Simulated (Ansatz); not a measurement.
# MgO(001) slab, 2 layers: relaxing the cell for a phonon run

Wanted: the relaxed cell of MgO(001) slab, 2 layers.

Method: DFT PBEsol, scalar-relativistic, plane waves, PAW, in Ansatz 0.2.0.

Report form: the programs' logs are mostly left out.

### Step 1. The starting structure

The cell holds 4 atoms: 2 Mg and 2 O. Cell: a = 2.977 Å, b = 2.977 Å, c = 15.105 Å, α = 90.0°, β = 90.0°, γ = 90.0°. Vacuum lies along c.

Coordinates:

```cif
data_structure
_symmetry_space_group_name_H-M 'P 1'
_symmetry_Int_Tables_number 1
_cell_length_a 2.9769
_cell_length_b 2.9769
_cell_length_c 15.1050
_cell_angle_alpha 90.000
_cell_angle_beta 90.000
_cell_angle_gamma 90.000
_cell_volume 133.86
loop_
_atom_site_label
_atom_site_type_symbol
_atom_site_fract_x
_atom_site_fract_y
_atom_site_fract_z
_atom_site_occupancy
Mg1 Mg 0.00000 0.00000 0.43032 1
Mg2 Mg 0.50000 0.50000 0.56968 1
O3 O 0.50000 0.50000 0.43032 1
O4 O 0.00000 0.00000 0.56968 1
```

### Step 2. Probe on a coarse mesh

First a cheap look: the gap decides the mesh and the occupations, the pressure tells how far the cell has to move.

The program solves this slab on a cell height of its own, 28.0 Å, in place of the one typed.

input.yaml

```yaml
crystal:
  lattice:
    - [2.105, 2.105, 0.0]
    - [-2.105, 2.105, 0.0]
    - [0.0, 0.0, 15.105]
  atoms:
    - { symbol: Mg, position: [0.0, 0.0, 0.430321] }
    - { symbol: Mg, position: [0.5, 0.5, 0.569679] }
    - { symbol: O, position: [0.5, 0.5, 0.430321] }
    - { symbol: O, position: [0.0, 0.0, 0.569679] }
  periodic: [true, true, false]
kpoints:
  mp_grid: { grid: [6, 6, 1] }
hamiltonian:
  xc: pbesol
scf:
  occupations: { method: gaussian, width: 0.1 }
output:
  forces: true
  stress: true
  eigenvalues: true
```

Command:

```bash
ansatz run input.yaml --threads 8 --pin off --max-ram 14336MiB --backend cpu --events-out ev --progress --plain --runs-dir out
```

Wall time 0.64 s (8 threads of Arm Neoverse V2, shared host); peak memory 0.55 GiB; 3.5 s of CPU time.

A gap read on the k-mesh alone can miss the band edges.

Numbers from this step:

| Property | Result |
| --- | --- |
| gap on the k-mesh | 3.177 eV |
| direct gap on mesh | 3.177 eV |
| area per atom | 2.216 Å² |

The coarse mesh shows a gap of 3.18 eV.

### Step 3. Bringing the structure to rest

Harmonic phonons are second derivatives at a point where the forces vanish, and they are wanted at zero stress, so atoms and cell are relaxed first.

The program solves this slab on a cell height of its own, 28.0 Å, in place of the one typed.

input.yaml, the sections that differ from step 2:

```yaml
scf:
  occupations: { method: gaussian, width: 0.02 }
output:
  forces: true
  stress: true
  eigenvalues: true
  write_density: true
  write_potential: true
  elf: true
  volumetric_format: npy
relax:
  adjacent_minimum: "off"
  f_tol: 0.005
  max_steps: 80
  cell: { stress_2d_tol: 0.02 }
# crystal, kpoints, hamiltonian: as in step 2
```

The job ended after 5.2 s (8 threads; peak memory 0.57 GiB).

The steps of the relaxation:

```
step  energy less that of the first step (eV)  largest force component (eV/Å)  volume (Å³)
   1                                   0.0000                          0.4459       248.23
   2                                  -0.1001                          0.1509       242.09
   3                                  -0.1552                          0.1454       232.32
   4                                  -0.1580                          0.0203       232.17
   5                                  -0.1580                          0.0020       232.19
  6*                                  -0.1512                          0.0020       232.19
   7                                  -0.1516                          0.0003       231.76
   8                                  -0.1515                          0.0000       231.81
  9*                                  -0.1514                          0.0000       231.81
```

Relaxation steps marked * repeat the geometry before them on a plane-wave basis chosen anew for their cell, so energy and pressure can jump there.

Forces are held to the 16 operations that the run works with; a distortion that breaks them can't arise in this run.

```csv
cell as run,before,after,change
a (Å),2.977,2.877,-3.4 %
b (Å),2.977,2.877,-3.4 %
```

The atoms that moved most (Å, along periodic axes as changes of fractional coordinates times the final cell, across vacuum about the mean position):

```
atom     dx     dy      dz  length
  O4  0.000  0.000   0.051   0.051
  O3  0.000  0.000  -0.051   0.051
```

Numbers from this step:

```yaml
gap_on_the_k_mesh: 3.607 eV
direct_gap_on_mesh: 3.607 eV
area_per_atom: 2.069 Å²
```

ELF in the ac plane at fractional y = 0.500, with atoms of Mg and O within 0.2 Å of it. It is the smooth field of the valence electrons, not physical close to the nuclei.

Values, 24 rows by 15 columns, each cell a mean:
```
0.00 0.00 0.00 0.00 0.00 0.00 0.00 0.00 0.00 0.00 0.00 0.00 0.00 0.00 0.00
0.00 0.00 0.00 0.00 0.00 0.00 0.00 0.00 0.00 0.00 0.00 0.00 0.00 0.00 0.00
0.00 0.00 0.00 0.00 0.00 0.00 0.00 0.00 0.00 0.00 0.00 0.00 0.00 0.00 0.00
0.00 0.00 0.00 0.00 0.00 0.00 0.00 0.00 0.00 0.00 0.00 0.00 0.00 0.00 0.00
0.00 0.00 0.00 0.00 0.00 0.00 0.00 0.00 0.00 0.00 0.00 0.00 0.00 0.00 0.00
0.00 0.00 0.00 0.00 0.00 0.00 0.00 0.00 0.00 0.00 0.00 0.00 0.00 0.00 0.00
0.00 0.00 0.00 0.00 0.00 0.00 0.00 0.00 0.00 0.00 0.00 0.00 0.00 0.00 0.00
0.00 0.00 0.00 0.00 0.00 0.00 0.00 0.00 0.00 0.00 0.00 0.00 0.00 0.00 0.00
0.00 0.00 0.00 0.00 0.00 0.00 0.00 0.00 0.00 0.00 0.00 0.00 0.00 0.00 0.00
0.00 0.00 0.00 0.00 0.00 0.00 0.00 0.00 0.00 0.00 0.00 0.00 0.00 0.00 0.00
0.00 0.00 0.00 0.00 0.00 0.00 0.00 0.00 0.00 0.00 0.00 0.00 0.00 0.00 0.00
0.00 0.00 0.00 0.00 0.00 0.00 0.00 0.00 0.00 0.00 0.00 0.00 0.00 0.00 0.00
0.00 0.00 0.00 0.00 0.00 0.00 0.00 0.00 0.00 0.00 0.00 0.00 0.00 0.00 0.00
0.00 0.00 0.00 0.00 0.00 0.00 0.00 0.00 0.00 0.00 0.00 0.00 0.00 0.00 0.00
0.01 0.01 0.01 0.01 0.01 0.01 0.00 0.00 0.00 0.00 0.01 0.01 0.01 0.01 0.01
0.07 0.06 0.06 0.04 0.03 0.02 0.04 0.05 0.05 0.04 0.02 0.03 0.04 0.06 0.06
0.11 0.10 0.06 0.03 0.13 0.34 0.39 0.34 0.34 0.39 0.34 0.13 0.03 0.06 0.10
0.07 0.09 0.14 0.24 0.33 0.40 0.44 0.46 0.46 0.44 0.40 0.33 0.24 0.14 0.09
0.09 0.17 0.43 0.69 0.80 0.81 0.73 0.59 0.59 0.73 0.81 0.80 0.69 0.43 0.17
0.05 0.07 0.15 0.27 0.37 0.43 0.46 0.48 0.48 0.46 0.43 0.37 0.27 0.15 0.07
0.01 0.01 0.01 0.02 0.03 0.04 0.05 0.05 0.05 0.05 0.04 0.03 0.02 0.01 0.01
0.00 0.00 0.00 0.00 0.00 0.00 0.00 0.00 0.00 0.00 0.00 0.00 0.00 0.00 0.00
0.00 0.00 0.00 0.00 0.00 0.00 0.00 0.00 0.00 0.00 0.00 0.00 0.00 0.00 0.00
0.00 0.00 0.00 0.00 0.00 0.00 0.00 0.00 0.00 0.00 0.00 0.00 0.00 0.00 0.00
```
Columns run along a (2.9 Å), rows up along c (28.0 Å). Atoms in or near the plane, at fractional coordinates: Mg at (0.50, 0.31), O at (0.50, 0.23).

Valence density in the ac plane at fractional y = 0.500, with atoms of Mg and O within 0.2 Å of it. It is the smooth field of the valence electrons, not physical close to the nuclei.

Ten steps, logarithmic in the rise over the least value, from '0' (0 e/Å³) to '9' (15 e/Å³), each cell a mean:
```
000000000000000
000000000000000
000000000000000
000000000000000
000000000000000
000000000000000
000000000000000
000000000000000
000000000000000
000000000000000
000000000000000
000000000000000
000000000000000
000000000000000
000000000000000
000000000000000
111126899862111
111122344322111
112345777754321
000011111111000
000000000000000
000000000000000
000000000000000
000000000000000
```
Columns run along a (2.9 Å), rows up along c (28.0 Å). Atoms in or near the plane, at fractional coordinates: Mg at (0.50, 0.31), O at (0.50, 0.23).

Electrostatic potential energy in the ac plane at fractional y = 0.500, with atoms of Mg and O within 0.2 Å of it. With pseudopotentials it is smooth inside the atoms' cores, unlike the true potential.

Ten even steps from '_' (-27 eV) to '@' (0 eV), each cell a mean:
```
@@@@@@@@@@@@@@@@@@@@@@@@@@@@@@
@@@@@@@@@@@@@@@@@@@@@@@@@@@@@@
@@@@@@@@@@@@@@@@@@@@@@@@@@@@@@
@@@@@@@@@@@@@@@@@@@@@@@@@@@@@@
@@@@@@@@@@@@@@@@@@@@@@@@@@@@@@
@@@@@@@@@@@@@@@@@@@@@@@@@@@@@@
@@@@@@@@@@@@@@@@@@@@@@@@@@@@@@
@@@@@@@@@@@@@@@@@@@@@@@@@@@@@@
@@@@@@@@@@@@@@@@@@@@@@@@@@@@@@
@@@@@@@@@@@@@@@@@@@@@@@@@@@@@@
@@@@@@@@@@@@@@@@@@@@@@@@@@@@@@
@@@@@@@@@@@@@@@@@@@@@@@@@@@@@@
@@@@@@@@@@@@@@@@@@@@@@@@@@@@@@
@@@@@@@@@@@@@@@@@@@@@@@@@@@@@@
@@@@@@@@@@@@@@@@@@@@@@@@@@@@@@
@@@@@@%%%%############%%%%@@@@
@@%%##**--____________--**##%%
@@@@@@%%%%##++====++##%%%%@@@@
%%@@@@@@**::________::**@@@@@@
@@@@@@@@@@@@@@@@@@@@@@@@@@@@@@
@@@@@@@@@@@@@@@@@@@@@@@@@@@@@@
@@@@@@@@@@@@@@@@@@@@@@@@@@@@@@
@@@@@@@@@@@@@@@@@@@@@@@@@@@@@@
@@@@@@@@@@@@@@@@@@@@@@@@@@@@@@
```
Columns run along a (2.9 Å; values clipped at the 3rd and 97th percentile), rows up along c (28.0 Å). Atoms in or near the plane, at fractional coordinates: Mg at (0.50, 0.31), O at (0.50, 0.23).

### Step 4. Tight relaxation

Phonons need a cell at rest on their own settings, so the relaxation is repeated with tight tolerances on forces and stress, using the mesh and the filling of the phonon run that follows.

input.yaml

```yaml
crystal:
  lattice:
    - [2.0341826175, 2.0341826175, 0.0]
    - [-2.0341826175, 2.0341826175, 0.0]
    - [0.0, 0.0, 28.01000518]
  atoms:
    - { symbol: Mg, position: [0.0, 0.0, 0.232073051] }
    - { symbol: Mg, position: [0.5, 0.5, 0.307198538] }
    - { symbol: O, position: [0.5, 0.5, 0.2302256323] }
    - { symbol: O, position: [0.0, 0.0, 0.3090459566] }
  periodic: [true, true, false]
kpoints:
  mp_grid: { grid: [8, 8, 1] }
hamiltonian:
  xc: pbesol
scf:
  occupations: { method: fixed }
output:
  forces: true
  stress: true
  eigenvalues: true
relax:
  adjacent_minimum: "off"
  f_tol: 0.001
  max_steps: 60
  cell: { stress_2d_tol: 0.002 }
```

Wall time 1.7 s (8 threads); peak memory 0.58 GiB; 11 s of CPU time.

Little changed from the start: no atom moved by 0.005 Å and no cell edge by 0.1 %.

Numbers from this step:

- gap on the k-mesh: 3.608 eV
- direct gap on mesh: 3.608 eV

The largest force component left is 0.51 meV/Å, within the tolerances set.

### Step 5. Summary of results

```
space group after relaxation (within 0.01 Å) : P4/nmm
lattice constant a                           : 2.877 Å
lattice constant b                           : 2.877 Å
area per atom                                : 2.07 Å²
gap on the k-mesh                            : 3.61 eV
```

In words: The largest force component left is 0.51 meV/Å, within the tolerances set. The relaxation keeps the symmetry of its start, so it says nothing on stability against lower symmetry. The starting cell was built on a prototype and not taken from a measurement.

[Logs are printed without paths, hosts, clocks, repeated set-up lines and the standing remarks that a program may print on its own settings, such as how far it seeks lower states.]

[Hosts, paths, dates, database ids (printed as entryN), source tags and the programs' standing remarks are cut or masked in the printed files.]
